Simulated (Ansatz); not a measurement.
# Al3Ni2: a hydrostatic pressure series

An exercise on one series of results from a longer session: the logs are not shown, and one member is left open.

Computed with Ansatz 0.2.0 (DFT r2SCAN, scalar-relativistic, plane waves, PAW, unless a step's input says otherwise).

## The structure to begin with

Symmetry: P-3m1, No. 164, trigonal system. Conventional cell: a = 4.007 Å, b = 4.007 Å, c = 4.862 Å, α = 90.00°, β = 90.00°, γ = 120.00°. Al (site symmetry -3m) is surrounded by 6 Ni at 2.42 Å. Around Al (site symmetry 3m) lie 5 Ni at 2.42 to 2.52 Å and 3 Al at 2.73 Å. Around Ni (site symmetry 3m) lie 8 Al at 2.42 to 2.52 Å and 3 Ni at 2.72 Å.

Coordinates:

```xyz
5
Lattice="4.0067 0.0000 0.0000 -2.0034 3.4699 0.0000 0.0000 0.0000 4.8615" Properties=species:S:1:pos:R:3 pbc="T T T"
Al    0.0000    0.0000    0.0000
Al    0.0000    2.3133    3.1524
Al    2.0034    1.1566    1.7091
Ni    0.0000    2.3133    0.7108
Ni    2.0034    1.1566    4.1507
```

It goes back to an entry of the Materials Project, which need not be the stable form.

It is the result of an earlier relaxation at this level (volume 13.52 Å³/atom; gap on the mesh: none (metal)).

Set-up of the first run:

File input.yaml:

```yaml
crystal:
  lattice:
    - [4.0445832786, 0.0, 0.0]
    - [-2.0222916393, 3.502711867, 0.0]
    - [0.0, 0.0, 4.9074665124]
  atoms:
    - { symbol: Al, position: [0.0, 0.0, 0.0] }
    - { symbol: Al, position: [0.3333333333, 0.6666666667, 0.6484376368] }
    - { symbol: Al, position: [0.6666666667, 0.3333333333, 0.3515623632] }
    - { symbol: Ni, position: [0.3333333333, 0.6666666667, 0.1462123367] }
    - { symbol: Ni, position: [0.6666666667, 0.3333333333, 0.8537876633] }
basis:
  ecutwfc: 500
kpoints:
  mp_grid: { grid: [12, 12, 8] }
hamiltonian:
  xc: r2scan
scf:
  occupations: { method: gaussian, width: 0.1 }
output:
  forces: true
  stress: true
  eigenvalues: true
relax:
  adjacent_minimum: "off"
  f_tol: 0.008
  max_steps: 50
  cell: { stress_tol: 0.08, p_target: -3.0 }
```

Started as:

```
$ ansatz run input.yaml --threads 1 --pin off --max-ram 2560MiB --backend cpu --events-out ev --progress --plain --runs-dir out
```

Steps of the session up to this table: Target pressure -3 GPa; Relaxing at 3 GPa; Relaxing at 8 GPa; Relaxing at 15 GPa; 30 GPa; Relaxing at 60 GPa.

One of the session's tables, all rows but one given; the rest of the session is left out.

Lengths are those of the vectors of the cell that was run:

```
P (GPa)  V (Å³/atom)  a (Å)  b (Å)  c (Å)  ΔH (eV/atom)
     -3        13.81  4.036  4.036  4.894        -0.256
      0        13.52  4.007  4.007  4.862         0.000
      3        13.25  3.979  3.979  4.831         0.251
      8        12.86  3.939  3.939  4.787         0.658
     15            ?      ?      ?      ?             ?
     30        11.63  3.805  3.805  4.639         2.333
     60        10.57  3.681  3.681  4.502         4.404
```

**Question.** Estimate the row for P (GPa) = 15.

Worked estimate for «V (Å³/atom)». A straight line through the neighbours (8, 12.86) and (30, 11.63) gives 12.86 + (11.63 − 12.86) × (15 − 8) / (30 − 8) = 12.47; a parabola fitted to 4 rows on both sides gives 12.44.

As computed: V (Å³/atom): 12.40; a (Å): 3.890; b (Å): 3.890; c (Å): 4.733; ΔH (eV/atom): 1.210. In «V (Å³/atom)» the line misses by +0.07 and the parabola by +0.04.

ΔH is E + PV over the energy at zero pressure; a, b and c are the vectors of the computed cell. 

To keep in mind: Other structures may take over in this range; these runs cannot find them. The final runs have no spin polarisation, so no magnetic state was tried and one may lie lower.
